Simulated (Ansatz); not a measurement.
MoS2:

```xyz
6
Lattice="3.1690 0.0000 0.0000 -1.5845 2.7444 0.0000 0.0000 0.0000 12.3240" Properties=species:S:1:pos:R:3 pbc="T T T"
Mo    1.5845    0.9148    9.2430
Mo    0.0000    1.8296    3.0810
S     1.5845    0.9148    4.6461
S     0.0000    1.8296   10.8081
S     1.5845    0.9148    1.5159
S     0.0000    1.8296    7.6779
```

Base run:

| Property | Result |
| --- | --- |
| Program | Ansatz 0.2.0 |
| Functional | revPBE |
| Potentials or basis | Ansatz PAW |
| Cutoff | 420 eV (not typed: the program's choice for these potentials) |
| k mesh | 10 × 10 × 3 |
| Occupations | fermi-dirac, width 0.05 eV |
| Spin | no spin polarisation |

Its results: band gap on the k mesh 0.96 eV, indirect (least direct gap 1.87 eV); pressure 3.9 GPa; largest force 0.021 eV/Å.

**Question.** The run is repeated on the same cell with these changes: functional from revPBE to BLYP. What comes out?

**Answer.** Band gap on the k mesh 0.94 eV, indirect (least direct gap 1.86 eV); pressure 9.4 GPa; largest force 0.329 eV/Å.

Caveats: this functional lacks dispersion, which binds the layers, so the pressure and a relaxed spacing across them are unreliable; the PAW data sets come from PBE, with cores solved anew for the run's functional, which leaves a small shift of forces and pressure.

A k mesh can miss the band edges.
